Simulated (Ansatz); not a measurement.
Crystal: SrO.

```
Sr O
1.0
     0.00000    2.56630    2.56630
     2.56630    0.00000    2.56630
     2.56630    2.56630    0.00000
Sr O
1 1
Cartesian
  2.5663 2.5663 2.5663
  0.0000 0.0000 0.0000
```

Base run:

| Property | Result |
| --- | --- |
| Program | Ansatz 0.2.0 |
| Functional | LDA |
| Potentials or basis | Ansatz PAW |
| Cutoff | 420 eV (not typed: the program's choice for these potentials) |
| k mesh | 9 × 9 × 9 |
| Occupations | fermi-dirac, width 0.05 eV |
| Spin | no spin polarisation |

Its results: band gap on the k mesh 3.21 eV, indirect (least direct gap 3.29 eV); pressure -3.8 GPa.

After a change of settings the same cell gave: band gap on the k mesh 4.99 eV, indirect (least direct gap 5.09 eV); pressure 1.2 GPa. Which change was it?
A. functional from LDA to HSE06; k mesh from 9 × 9 × 9 to 5 × 5 × 5
B. k mesh from 9 × 9 × 9 to 7 × 7 × 7; spin from no spin polarisation to spin-orbit coupling, no magnetisation; potential files from those of the base run to others of the same set
C. functional from LDA to PBEsol

A.

Caveats: some runs use coarse meshes; the k mesh misses the band edges, so the gap on the mesh is wider than the one along the path; the PAW data sets come from PBE, with cores solved anew for the run's functional, which leaves a small shift of forces and pressure; the thresholds are loose for stress (some runs).

Runs at the PBE level aren't shown here.
